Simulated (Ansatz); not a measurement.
Runs of Ansatz 0.2.0 on GaAs. The structure is cubic, space group F-43m (No. 216). Conventional cell: a = 5.654 Å, b = 5.654 Å, c = 5.654 Å, α = 90.00°, β = 90.00°, γ = 90.00°. Around As (site symmetry -43m) lie 4 Ga at 2.45 Å. Ga (site symmetry -43m) is surrounded by 4 As at 2.45 Å. 

| task | level | spin | cell | k mesh | smearing | points for each segment of the path | mesh quality | gap on the mesh (eV) | pressure (GPa) | relaxed volume (Å³/atom) |
| --- | --- | --- | --- | --- | --- | --- | --- | --- | --- | --- |
| band structure | PBE0 | off | as given | 4 × 4 × 4 | fermi-dirac 0.05 eV | 4 | coarse | 2.13 | 1.2 | - |
| band structure | LDA | SOC, no magnetisation | as given | 6 × 6 × 6 | fermi-dirac 0.05 eV | 14 | not flagged | (b) | -1.9 | - |
| relaxation of cell and atoms | PBEsol | off | relaxed | 8 × 8 × 8 | fermi-dirac 0.05 eV | - | not flagged | 0.43 | 0.0 | 22.64 |
| relaxation of cell and atoms | LDA | off | relaxed | 8 × 8 × 8 | fermi-dirac 0.05 eV | - | not flagged | 0.49 | 0.0 | 21.98 |
| band structure | LDA | off | as given | 8 × 8 × 8 | fermi-dirac 0.05 eV | 14 | not flagged | 0.28 | -1.9 | - |
| band structure | PBEsol | off | as given | 8 × 8 × 8 | fermi-dirac 0.05 eV | 14 | not flagged | 0.44 | 0.2 | - |
| Born charges and dielectric tensor | LDA | off | as given | 8 × 8 × 8 | fixed | - | not flagged | 0.28 | - | - |
| relaxation of cell and atoms | BLYP+D3(BJ) | off | relaxed | 8 × 8 × 8 | fermi-dirac 0.05 eV | - | not flagged | - | 0.0 | 22.90 |
| relaxation of cell and atoms | HSE06 | off | relaxed | 4 × 4 × 4 | fermi-dirac 0.05 eV | - | coarse | 1.31 | 0.0 | (a) |
| band structure | B3LYP | off | as given | 4 × 4 × 4 | fermi-dirac 0.05 eV | 4 | coarse | (c) | 4.4 | - |
| relaxation of cell and atoms | BLYP+D4 | off | relaxed | 8 × 8 × 8 | fermi-dirac 0.05 eV | - | not flagged | - | 0.0 | 22.85 |

Alike in all rows: potentials or basis Ansatz PAW; cutoff (eV) 420.

Problem. Fill in the values left out.

Solution. (a) 23.02; (b) 0.17; (c) 1.62.

Caveats: some runs use coarse meshes; the PAW data sets come from PBE, with cores solved anew for the run's functional, which leaves a small shift of forces and pressure; the plane-wave basis is chosen anew once the cell has moved, so the energies of steps on either side of that aren't comparable (some runs); the thresholds are loose for stress (some runs); the gap is small at this level, which inflates the dielectric constant (some runs).

A k mesh can miss the band edges, and rows without SOC leave out spin-orbit coupling on As, Ga.

Runs at the PBE level aren't shown here.
